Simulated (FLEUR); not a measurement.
A run of FLEUR MaX-R8.1 (later development tree) is set up as follows.

inp.xml

```xml
<?xml version="1.0" encoding="UTF-8" standalone="no"?>
<fleurInput fleurInputVersion="0.39">
   <comment>
      Bi                                                                                                  
   </comment>
   <calculationSetup>
      <cutoffs Kmax="4.1" Gmax="12.7" GmaxXC="12.7" numbands="0"/>
      <scfLoop itmax="60" minDistance="0.00001" maxIterBroyd="15" imix="Anderson" alpha="0.05" precondParam="0.0" spinf="2.0" sdNocoIR="T"/>
      <coreElectrons ctail="T" frcor="F" kcrel="0" coretail_lmax="0"/>
      <xcFunctional name="PBEs" relativisticCorrections="F"/>
      <magnetism jspins="1"/>
      <soc l_soc="F" theta="0.0" phi="0.0" spav="F"/>
      <expertModes spex="0" secvar="F"/>
      <geometryOptimization l_f="T" forcealpha="1.0" forcemix="BFGS" epsdisp="0.0005" epsforce="0.0002"/>
      <ldaU l_linMix="F" mixParam="0.05" spinf="1.0"/>
   </calculationSetup>
   <cell>
      <bzIntegration valenceElectrons="21.0" mode="hist" fermiSmearingEnergy="0.00183747">
         <kPointListSelection listName="default-1"/>
         <!-- k-points included here -->
         <xi:include xmlns:xi="http://www.w3.org/2001/XInclude" href="kpts.xml"> </xi:include>
      </bzIntegration>
      <!-- symmetry operations included here -->
      <xi:include xmlns:xi="http://www.w3.org/2001/XInclude" href="sym.xml"> </xi:include>
      <bulkLattice scale="1.0">
         <bravaisMatrix>
            <row-1>   -3.7443610400225311     3.7443610400225311     3.7443610400225311</row-1>
            <row-2>    3.7443610400225311    -3.7443610400225311     3.7443610400225311</row-2>
            <row-3>    3.7443610400225311     3.7443610400225311    -3.7443610400225311</row-3>
         </bravaisMatrix>
      </bulkLattice>
   </cell>
   <atomSpecies>
      <species name="Bismuth (Bi)" element="Bi" atomicNumber="83">
         <mtSphere radius="2.66" gridPoints="879" logIncrement="0.015"/>
         <atomicCutoffs lmax="10" lnonsphr="10"/>
         <electronConfig flipSpins="F">
            <coreConfig>(1s1/2) (2s1/2) (2p1/2) (2p3/2) (3s1/2) (3p1/2) (3p3/2) (4s1/2) (3d3/2) (3d5/2) (4p1/2) (4p3/2) (5s1/2) (4d3/2) (4d5/2) (4f5/2) (4f7/2)</coreConfig>
            <valenceConfig>(5p1/2) (5p3/2) (6s1/2) (5d3/2) (5d5/2) (6p1/2) (6p3/2)</valenceConfig>
            <stateOccupation state="(6p1/2)" spinUp="0.500000" spinDown="0.500000"/>
            <stateOccupation state="(6p3/2)" spinUp="1.000000" spinDown="1.000000"/>
         </electronConfig>
         <energyParameters s="6" p="6" d="5" f="5"/>
         <lo type="SCLO" l="1" n="5" eDeriv="0"/>
         <lo type="SCLO" l="1" n="5" eDeriv="1"/>
         <lo type="SCLO" l="0" n="6" eDeriv="2"/>
         <lo type="SCLO" l="2" n="5" eDeriv="2"/>
         <lo type="SCLO" l="3" n="5" eDeriv="2"/>
      </species>
   </atomSpecies>
   <atomGroups>
      <atomGroup species="Bismuth (Bi)">
         <relPos label="                   1">.0000000000 .0000000000 .0000000000</relPos>
         <force calculate="T" relaxXYZ="TTT"/>
      </atomGroup>
   </atomGroups>
   <output dos="F" band="F" slice="F">
      <checks vchk="F" cdinf="F"/>
      <bandDOS minEnergy="-.5*Htr" maxEnergy="0.5*Htr" sigma="0.015" storeEVData="T"/>
      <vacuumDOS vacdos="F" integ="F" star="F" nstars="0" locx1="0.0" locy1="0.0" locx2="0.0" locy2="0.0" nstm="0" tworkf="0.0"/>
      <unfoldingBand unfoldBand="F" supercellX="1" supercellY="1" supercellZ="1"/>
      <plotting iplot="0" polar="F">
         <plot TwoD="T" vec1="  1.0  0.0  0.0" vec2="  0.0  1.0  0.0" vec3="  0.0  0.0  1.0" zero="  0.0  0.0  0.0" file="plot"/>
      </plotting>
      <chargeDensitySlicing numkpt="0" minEigenval="0.0" maxEigenval="0.0" nnne="0" pallst="F"/>
      <specialOutput eonly="F"/>
      <moessbauerParams electricFieldGradient="T" isomerShift="T" coreHyperfine="T" valenceHyperfine="T"/>
      <magneticCircularDichroism mcd="F" energyLo="-10.0" energyUp="0.0"/>
   </output>
  <!-- We include the file relax.xml here to enable relaxations (see documentation) -->
  <xi:include xmlns:xi="http://www.w3.org/2001/XInclude" href="relax.xml"> <xi:fallback/> </xi:include>
</fleurInput>
```

File crystal.txt:

```
Bi
&input cartesian=F /
-1.9814305318  1.9814305318  1.9814305318
1.9814305318  -1.9814305318  1.9814305318
1.9814305318  1.9814305318  -1.9814305318
1.8897261246
1.0 1.0 1.0

1
83 0.0000000000  0.0000000000  0.0000000000

&kpt div1=9 div2=9 div3=9 gamma=T /
```

Potentials or basis: all-electron, FLAPW.

The run is started by

```bash
$ inpgen -f crystal.txt -profile fastHighL
$ # inp.xml edited to the form shown
$ fleur_MPI
```

**Question.** Estimate the band gap on the k mesh.

**Answer.** None (metal or under the smearing width).

Core levels (eV from the Fermi level):
```tsv
atom	levels
1 Bi	1s1/2 -90489.5, 2s1/2 -16241.2, 2p1/2 -15603.3, 2p3/2 -13284.2, 3s1/2 -3917.0, 3p1/2 -3629.0, 3p3/2 -3109.8, 4s1/2 -895.8, 3d3/2 -2638.6, 3d5/2 -2528.5, 4p1/2 -770.7, 4p3/2 -642.7, 5s1/2 -153.4, 4d3/2 -439.4, 4d5/2 -415.5, 4f5/2 -151.5, 4f7/2 -146.0
```

Caveat: spin-orbit coupling is left out, which moves the levels of the heavy elements.
